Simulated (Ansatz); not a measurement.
## HgS: do energies and stresses tell the same story?

Theory: Ansatz, DFT PBE, scalar-relativistic, plane waves, PAW.

Settings: cutoff 420 eV, Γ-centred mesh 12×12×12 on the computed 2-atom cell, Gaussian smearing of 0.10 eV; no spin polarisation.

Relaxed cell: F-43m, a = 5.991 Å, b = 5.991 Å, c = 5.991 Å, α = 90.00°, β = 90.00°, γ = 90.00°, 2 atoms in the primitive cell. This zinc-blende form isn't the usual stable structure of the compound.

Energies at zero smearing and pressures from the stress tensor, at volumes with shape and atoms relaxed:
```
V (Å³/atom) E − E(first) (meV/atom) P (GPa)
     23.658                     0.00     8.82
     24.465                   -37.06     5.99
     25.271                   -61.10     3.63
     26.078                   -74.26     1.66
     26.884                   -78.31     0.00
     27.691                   -74.74    -1.38
     28.497                   -64.80    -2.54
     29.573                   -43.43    -3.78
```

Check P = −dE/dV between neighbouring volumes, and get the bulk modulus from the pressures alone.

With 1 eV/Å³ = 160.2 GPa:
```
middle V (Å³/atom)  −ΔE/ΔV (GPa) mean P (GPa)
            24.061         7.362         7.404
            24.868         4.776         4.812
            25.674         2.615         2.643
            26.481         0.804         0.829
            27.288        -0.709        -0.689
            28.094        -1.975        -1.958
            29.035        -3.185        -3.159
```

The two differ by 0.04 GPa at most. The mean of two end pressures misses the average over a step by about ΔV² P″/12, up to 0.04 GPa here; with that taken off 0.00 GPa remains. Around V = 26.884 Å³/atom, the two neighbours give B = −V ΔP/ΔV = 26.884 × 3.04 / 1.613 = 50.6 GPa, against B0 = 50.3 GPa from the Birch–Murnaghan fit of the energies.

Spin–orbit coupling is left out, which can shift energies with elements as heavy as these.